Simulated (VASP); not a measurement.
MnAs:

```xyz
2
Lattice="0.0000 2.4873 2.4873 2.4873 0.0000 2.4873 2.4873 2.4873 0.0000" Properties=species:S:1:pos:R:3 pbc="T T T"
Mn    0.0000    0.0000    0.0000
As    1.2437    1.2437    1.2437
```

The cell was built by a generator and needn't be a form met in nature.

```yaml
Program: VASP 6.6.1
Task: relaxation of cell and atoms
Functional: r2SCAN
Potentials_or_basis: VASP PAW PBE potentials, release 64 (Mn_pv, As)
Cutoff: 600 eV
k_mesh: 12 × 12 × 12
Occupations: gaussian, width 0.03 eV
Spin: collinear spin, ferromagnetic start
Starting_moments: "[4.0, 0.0] μB"
```

At the start: pressure 47.3 GPa; volume 15.39 Å³/atom.

How do energy, volume and symmetry change on relaxing?

Over 5 steps the energy falls by 880.2 meV/atom and the volume is 23.37 Å³/atom (+51.9 %); space group F-43m (No. 216, to 0.05 Å); moment 4.00 μB per cell.

Step by step:
```tsv
step	energy change (eV)	largest force (eV/Å)	pressure (GPa)	volume (Å³)
1	0.0000	0.0000	47.30	30.78
2	-1.5112	0.0000	-7.51	55.77
3	-1.7599	0.0000	0.46	46.43
4	-1.7603	0.0000	-0.12	46.86
5	-1.7603	0.0000	0.02	46.75
```

Final structure:
```yaml
crystal:
  lattice:
    - [0.00000, 2.85921, 2.85921]
    - [2.85921, 0.00000, 2.85921]
    - [2.85921, 2.85921, 0.00000]
  atoms:
    - { symbol: Mn, position: [0.00000, 0.00000, 0.00000] }
    - { symbol: As, position: [0.25000, 0.25000, 0.25000] }
```

Caveat: the volume moved by over 15 % at a fixed basis, so the end points are rough; the PAW data sets were made with another functional, which shifts forces and pressure a little; a cell with one magnetic atom can't hold antiferromagnetic order, which such compounds often take.
